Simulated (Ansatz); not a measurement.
Born–Oppenheimer molecular dynamics of a periodic cell of 31 atoms, Ti27BH3 (surface Ti(0001), adsorbate BH3, incident energy 0.4 eV, 40° from the normal). It starts from an unrelaxed structure (largest force component 1.46 eV/Å).

These are results of DFT LDA, scalar-relativistic, plane waves, PAW (Ansatz), not measurements. Settings: accuracy low, PAW set soft_1, cutoff 420 eV, k mesh 2x2x1, fermi-dirac smearing 0.15 eV, no spin polarisation.

```yaml
ensemble: NVE (velocity Verlet)
time_step: 0.5 fs
steps_asked: 210
starting_velocities: zero, but for any typed in the input
atoms_held: 1 to 9
seed: 34374
```

Frames 1 fs apart, positions in Å, forces in eV/Å.

Velocities at 10 fs (Å/ps):

```
Ti 0.00 0.00 0.00
Ti 0.00 0.00 0.00
Ti 0.00 0.00 0.00
Ti 0.00 0.00 0.00
Ti 0.00 0.00 0.00
Ti 0.00 0.00 0.00
Ti 0.00 0.00 0.00
Ti 0.00 0.00 0.00
Ti 0.00 0.00 0.00
Ti 0.01 0.00 -0.02
Ti 0.00 0.00 -0.01
Ti -0.01 0.00 -0.01
Ti 0.00 0.00 0.00
Ti 0.00 0.00 -0.01
Ti 0.00 0.01 -0.01
Ti 0.01 -0.01 -0.02
Ti 0.00 0.00 0.00
Ti 0.00 -0.01 -0.01
Ti -0.03 0.02 -1.45
Ti 0.00 -0.01 -1.53
Ti 0.02 0.05 -1.42
Ti 0.00 0.01 -1.52
Ti 0.04 -0.02 -1.45
Ti -0.03 -0.03 -1.42
Ti -0.01 0.00 -1.52
Ti 0.01 0.00 -1.52
Ti 0.00 0.00 -1.52
B 15.19 -0.01 -13.00
H 15.75 0.03 -43.72
H 14.89 0.46 -43.63
H 14.90 -0.56 -43.96
```

```xyz
31
Lattice="8.8500 0.0000 0.0000 4.4250 7.6643 0.0000 0.0000 0.0000 17.6846" Properties=species:S:1:pos:R:3:forces:R:3 time_fs=10 energy_less_start_eV=-0.210 T=214
Ti 0.000 0.000 1.000 0.00 0.00 0.76
Ti 2.950 0.000 1.000 0.00 0.00 0.76
Ti 5.900 0.000 1.000 0.00 0.00 0.76
Ti 1.475 2.555 1.000 0.00 0.00 0.76
Ti 4.425 2.555 1.000 0.00 0.00 0.76
Ti 7.375 2.555 1.000 0.00 0.00 0.77
Ti 2.950 5.109 1.000 0.00 0.00 0.76
Ti 5.900 5.109 1.000 0.00 0.00 0.76
Ti 8.850 5.109 1.000 0.00 0.00 0.76
Ti 0.000 1.703 3.342 0.01 0.00 -0.01
Ti 2.950 1.703 3.342 0.00 0.00 -0.01
Ti 5.900 1.703 3.342 0.00 0.00 -0.01
Ti 1.475 4.258 3.342 0.00 0.00 -0.01
Ti 4.425 4.258 3.342 0.00 0.00 -0.01
Ti 7.375 4.258 3.342 0.00 0.00 -0.01
Ti 2.950 6.813 3.342 0.00 0.00 -0.01
Ti 5.900 6.813 3.342 0.00 0.00 -0.01
Ti 8.850 6.813 3.342 0.00 0.00 -0.01
Ti 0.000 0.000 5.677 -0.02 0.01 -0.71
Ti 2.950 0.000 5.677 0.00 -0.01 -0.75
Ti 5.900 0.000 5.678 0.01 0.02 -0.69
Ti 1.475 2.555 5.677 0.00 0.00 -0.74
Ti 4.425 2.555 5.677 0.02 -0.01 -0.71
Ti 7.375 2.555 5.678 -0.01 -0.01 -0.69
Ti 2.950 5.109 5.677 0.00 0.00 -0.75
Ti 5.900 5.110 5.677 0.01 0.00 -0.75
Ti 8.850 5.109 5.677 0.00 0.00 -0.75
B 6.753 1.365 9.983 0.00 0.00 -0.85
H 5.545 1.315 9.924 0.14 0.01 0.21
H 7.399 0.344 9.924 -0.07 0.12 0.21
H 7.313 2.435 9.923 -0.07 -0.13 0.20
31
Lattice="8.8500 0.0000 0.0000 4.4250 7.6643 0.0000 0.0000 0.0000 17.6846" Properties=species:S:1:pos:R:3:forces:R:3 time_fs=11 energy_less_start_eV=-0.201 T=211
Ti 0.000 0.000 1.000 0.00 0.00 0.76
Ti 2.950 0.000 1.000 0.00 0.00 0.76
Ti 5.900 0.000 1.000 0.00 0.00 0.76
Ti 1.475 2.555 1.000 0.00 0.00 0.76
Ti 4.425 2.555 1.000 0.00 0.00 0.76
Ti 7.375 2.555 1.000 0.00 0.00 0.76
Ti 2.950 5.109 1.000 0.00 0.00 0.76
Ti 5.900 5.109 1.000 0.00 0.00 0.76
Ti 8.850 5.109 1.000 0.00 0.00 0.76
Ti 0.000 1.703 3.342 0.01 0.00 -0.01
Ti 2.950 1.703 3.342 0.00 0.00 -0.01
Ti 5.900 1.703 3.342 0.00 0.00 -0.01
Ti 1.475 4.258 3.342 0.00 0.00 -0.01
Ti 4.425 4.258 3.342 0.00 0.00 -0.01
Ti 7.375 4.258 3.342 0.00 0.00 -0.01
Ti 2.950 6.813 3.342 0.00 0.00 -0.01
Ti 5.900 6.813 3.342 0.00 0.00 -0.01
Ti 8.850 6.813 3.342 0.00 0.00 -0.01
Ti 0.000 0.000 5.676 -0.01 0.01 -0.70
Ti 2.950 0.000 5.675 0.00 -0.01 -0.75
Ti 5.900 0.000 5.676 0.01 0.02 -0.69
Ti 1.475 2.555 5.675 0.00 0.00 -0.74
Ti 4.425 2.555 5.676 0.02 -0.01 -0.71
Ti 7.375 2.555 5.676 -0.01 -0.01 -0.69
Ti 2.950 5.109 5.675 0.00 0.00 -0.74
Ti 5.900 5.110 5.675 0.01 0.00 -0.74
Ti 8.850 5.109 5.675 0.00 0.00 -0.75
B 6.768 1.365 9.969 0.00 0.00 -1.14
H 5.562 1.315 9.881 0.13 0.01 0.30
H 7.414 0.345 9.882 -0.07 0.11 0.30
H 7.328 2.434 9.880 -0.06 -0.12 0.30
31
Lattice="8.8500 0.0000 0.0000 4.4250 7.6643 0.0000 0.0000 0.0000 17.6846" Properties=species:S:1:pos:R:3:forces:R:3 time_fs=12 energy_less_start_eV=-0.191 T=208
Ti 0.000 0.000 1.000 0.00 0.00 0.76
Ti 2.950 0.000 1.000 0.00 0.00 0.76
Ti 5.900 0.000 1.000 0.00 0.00 0.76
Ti 1.475 2.555 1.000 0.00 0.00 0.76
Ti 4.425 2.555 1.000 0.00 0.00 0.76
Ti 7.375 2.555 1.000 0.00 0.00 0.76
Ti 2.950 5.109 1.000 0.00 0.00 0.76
Ti 5.900 5.109 1.000 0.00 0.00 0.76
Ti 8.850 5.109 1.000 0.00 0.00 0.76
Ti 0.000 1.703 3.342 0.01 0.00 -0.02
Ti 2.950 1.703 3.342 0.00 0.00 -0.01
Ti 5.900 1.703 3.342 0.00 0.00 -0.01
Ti 1.475 4.258 3.342 0.00 0.00 -0.01
Ti 4.425 4.258 3.342 0.00 0.00 -0.01
Ti 7.375 4.258 3.342 0.00 0.00 -0.01
Ti 2.950 6.813 3.342 0.00 0.00 -0.02
Ti 5.900 6.813 3.342 0.00 0.00 -0.01
Ti 8.850 6.813 3.342 0.00 0.00 -0.01
Ti 0.000 0.000 5.674 -0.01 0.01 -0.70
Ti 2.950 0.000 5.674 0.00 -0.01 -0.74
Ti 5.900 0.000 5.674 0.01 0.02 -0.68
Ti 1.475 2.555 5.674 0.00 0.00 -0.74
Ti 4.425 2.555 5.674 0.02 -0.01 -0.71
Ti 7.375 2.554 5.674 -0.01 -0.01 -0.68
Ti 2.950 5.109 5.674 0.00 0.00 -0.74
Ti 5.900 5.110 5.674 0.01 0.00 -0.74
Ti 8.850 5.109 5.674 0.00 0.00 -0.74
B 6.783 1.365 9.955 0.00 0.00 -1.39
H 5.579 1.315 9.841 0.10 0.00 0.38
H 7.428 0.347 9.842 -0.05 0.09 0.38
H 7.342 2.432 9.840 -0.05 -0.09 0.38
31
Lattice="8.8500 0.0000 0.0000 4.4250 7.6643 0.0000 0.0000 0.0000 17.6846" Properties=species:S:1:pos:R:3:forces:R:3 time_fs=13 energy_less_start_eV=-0.182 T=205
Ti 0.000 0.000 1.000 0.00 0.00 0.76
Ti 2.950 0.000 1.000 0.00 0.00 0.76
Ti 5.900 0.000 1.000 0.00 0.00 0.76
Ti 1.475 2.555 1.000 0.00 0.00 0.76
Ti 4.425 2.555 1.000 0.00 0.00 0.76
Ti 7.375 2.555 1.000 0.00 0.00 0.76
Ti 2.950 5.109 1.000 0.00 0.00 0.76
Ti 5.900 5.109 1.000 0.00 0.00 0.76
Ti 8.850 5.109 1.000 0.00 0.00 0.76
Ti 0.000 1.703 3.342 0.01 0.00 -0.02
Ti 2.950 1.703 3.342 0.00 0.00 -0.01
Ti 5.900 1.703 3.342 0.00 0.00 -0.01
Ti 1.475 4.258 3.342 0.00 0.00 -0.01
Ti 4.425 4.258 3.342 0.00 0.00 -0.01
Ti 7.375 4.258 3.342 0.00 0.00 -0.02
Ti 2.950 6.813 3.342 0.00 0.00 -0.02
Ti 5.900 6.813 3.342 0.00 0.00 -0.01
Ti 8.850 6.813 3.342 0.00 0.00 -0.02
Ti 0.000 0.000 5.672 -0.01 0.01 -0.69
Ti 2.950 0.000 5.672 0.00 -0.01 -0.74
Ti 5.900 0.000 5.673 0.01 0.02 -0.68
Ti 1.475 2.555 5.672 0.00 0.00 -0.73
Ti 4.425 2.555 5.672 0.01 -0.01 -0.70
Ti 7.375 2.554 5.673 -0.01 -0.01 -0.68
Ti 2.950 5.109 5.672 0.00 0.00 -0.74
Ti 5.900 5.110 5.672 0.01 0.00 -0.74
Ti 8.850 5.109 5.672 0.00 0.00 -0.74
B 6.798 1.365 9.939 0.00 0.00 -1.58
H 5.598 1.316 9.805 0.05 0.00 0.44
H 7.441 0.350 9.806 -0.03 0.04 0.45
H 7.355 2.429 9.803 -0.02 -0.04 0.44
31
Lattice="8.8500 0.0000 0.0000 4.4250 7.6643 0.0000 0.0000 0.0000 17.6846" Properties=species:S:1:pos:R:3:forces:R:3 time_fs=14 energy_less_start_eV=-0.179 T=204
Ti 0.000 0.000 1.000 0.00 0.00 0.76
Ti 2.950 0.000 1.000 0.00 0.00 0.76
Ti 5.900 0.000 1.000 0.00 0.00 0.76
Ti 1.475 2.555 1.000 0.00 0.00 0.76
Ti 4.425 2.555 1.000 0.00 0.00 0.76
Ti 7.375 2.555 1.000 0.00 0.00 0.76
Ti 2.950 5.109 1.000 0.00 0.00 0.76
Ti 5.900 5.109 1.000 0.00 0.00 0.76
Ti 8.850 5.109 1.000 0.00 0.00 0.76
Ti 0.000 1.703 3.342 0.01 0.00 -0.02
Ti 2.950 1.703 3.342 0.00 0.00 -0.02
Ti 5.900 1.703 3.342 0.00 0.00 -0.02
Ti 1.475 4.258 3.342 0.00 0.00 -0.01
Ti 4.425 4.258 3.342 0.00 0.00 -0.02
Ti 7.375 4.258 3.342 0.00 0.00 -0.02
Ti 2.950 6.813 3.342 0.00 0.00 -0.02
Ti 5.900 6.813 3.342 0.00 0.00 -0.01
Ti 8.850 6.813 3.342 0.00 0.00 -0.02
Ti 0.000 0.000 5.670 -0.01 0.01 -0.69
Ti 2.950 0.000 5.670 0.00 -0.01 -0.74
Ti 5.900 0.001 5.671 0.01 0.02 -0.67
Ti 1.475 2.555 5.670 0.00 0.00 -0.73
Ti 4.425 2.554 5.670 0.01 -0.01 -0.70
Ti 7.375 2.554 5.671 -0.01 -0.01 -0.67
Ti 2.950 5.109 5.670 0.00 0.00 -0.73
Ti 5.900 5.110 5.670 0.01 0.00 -0.73
Ti 8.850 5.109 5.670 0.00 0.00 -0.74
B 6.813 1.365 9.922 0.00 0.00 -1.71
H 5.617 1.316 9.773 -0.02 0.00 0.49
H 7.454 0.354 9.774 0.01 -0.01 0.49
H 7.369 2.425 9.771 0.01 0.01 0.48
31
Lattice="8.8500 0.0000 0.0000 4.4250 7.6643 0.0000 0.0000 0.0000 17.6846" Properties=species:S:1:pos:R:3:forces:R:3 time_fs=15 energy_less_start_eV=-0.184 T=205
Ti 0.000 0.000 1.000 0.00 0.00 0.76
Ti 2.950 0.000 1.000 0.00 0.00 0.76
Ti 5.900 0.000 1.000 0.00 0.00 0.76
Ti 1.475 2.555 1.000 0.00 0.00 0.75
Ti 4.425 2.555 1.000 0.00 0.00 0.75
Ti 7.375 2.555 1.000 0.00 0.00 0.76
Ti 2.950 5.109 1.000 0.00 0.00 0.75
Ti 5.900 5.109 1.000 0.00 0.00 0.76
Ti 8.850 5.109 1.000 0.00 0.00 0.75
Ti 0.000 1.703 3.342 0.01 0.00 -0.02
Ti 2.950 1.703 3.342 0.00 0.00 -0.02
Ti 5.900 1.703 3.342 0.00 0.00 -0.02
Ti 1.475 4.258 3.342 0.00 0.00 -0.02
Ti 4.425 4.258 3.342 0.00 0.00 -0.02
Ti 7.375 4.258 3.342 0.00 0.00 -0.02
Ti 2.950 6.813 3.342 0.00 0.00 -0.02
Ti 5.900 6.813 3.342 0.00 0.00 -0.02
Ti 8.850 6.813 3.342 0.00 0.00 -0.02
Ti 0.000 0.000 5.668 -0.01 0.01 -0.68
Ti 2.950 0.000 5.668 0.00 -0.01 -0.73
Ti 5.900 0.001 5.669 0.01 0.02 -0.67
Ti 1.475 2.555 5.668 0.00 0.00 -0.73
Ti 4.426 2.554 5.668 0.01 -0.01 -0.69
Ti 7.375 2.554 5.669 -0.01 -0.01 -0.66
Ti 2.950 5.109 5.668 0.00 0.00 -0.73
Ti 5.900 5.110 5.668 0.01 0.00 -0.73
Ti 8.850 5.109 5.668 0.00 0.00 -0.73
B 6.828 1.365 9.903 0.00 0.00 -1.78
H 5.636 1.316 9.746 -0.09 0.00 0.51
H 7.467 0.357 9.747 0.05 -0.07 0.51
H 7.382 2.422 9.743 0.04 0.08 0.50
31
Lattice="8.8500 0.0000 0.0000 4.4250 7.6643 0.0000 0.0000 0.0000 17.6846" Properties=species:S:1:pos:R:3:forces:R:3 time_fs=16 energy_less_start_eV=-0.199 T=211
Ti 0.000 0.000 1.000 0.00 0.00 0.76
Ti 2.950 0.000 1.000 0.00 0.00 0.75
Ti 5.900 0.000 1.000 0.00 0.00 0.76
Ti 1.475 2.555 1.000 0.00 0.00 0.75
Ti 4.425 2.555 1.000 0.00 0.00 0.75
Ti 7.375 2.555 1.000 0.00 0.00 0.76
Ti 2.950 5.109 1.000 0.00 0.00 0.75
Ti 5.900 5.109 1.000 0.00 0.00 0.75
Ti 8.850 5.109 1.000 0.00 0.00 0.75
Ti 0.000 1.703 3.342 0.01 0.00 -0.02
Ti 2.950 1.703 3.342 0.00 0.00 -0.02
Ti 5.900 1.703 3.342 0.00 0.00 -0.02
Ti 1.475 4.258 3.342 0.00 0.00 -0.02
Ti 4.425 4.258 3.342 0.00 0.00 -0.02
Ti 7.375 4.258 3.342 0.00 0.00 -0.02
Ti 2.950 6.813 3.342 0.00 0.00 -0.02
Ti 5.900 6.813 3.342 0.00 0.00 -0.02
Ti 8.850 6.813 3.342 0.00 0.00 -0.02
Ti 0.000 0.000 5.666 -0.02 0.01 -0.68
Ti 2.950 0.000 5.665 0.00 -0.01 -0.73
Ti 5.900 0.001 5.667 0.01 0.02 -0.66
Ti 1.475 2.555 5.665 0.00 0.00 -0.72
Ti 4.426 2.554 5.666 0.01 -0.01 -0.69
Ti 7.375 2.554 5.667 -0.01 -0.01 -0.66
Ti 2.950 5.109 5.665 0.00 0.00 -0.73
Ti 5.900 5.110 5.665 0.01 0.00 -0.73
Ti 8.850 5.109 5.665 0.00 0.00 -0.73
B 6.844 1.365 9.883 0.00 0.00 -1.79
H 5.654 1.316 9.724 -0.15 -0.01 0.51
H 7.481 0.359 9.725 0.08 -0.13 0.51
H 7.396 2.419 9.720 0.07 0.13 0.50
```

Of the whole run (105 fs, mean temperature of the second half 1161 K): The conserved energy stayed within 0.062 meV per atom of its start (net change 0.048 meV per atom), so the integration is sound. A run of 0.1 ps of so small a system gives no equilibrium averages. Limits of this set-up: coarse k mesh, thin slab, slab without dipole correction, no dispersion correction for a molecule that may bind weakly, PAW files made for another functional, low accuracy level.

The run took 75 min on 4 threads of Arm Neoverse V1 (shared host), peak memory 5 GiB.
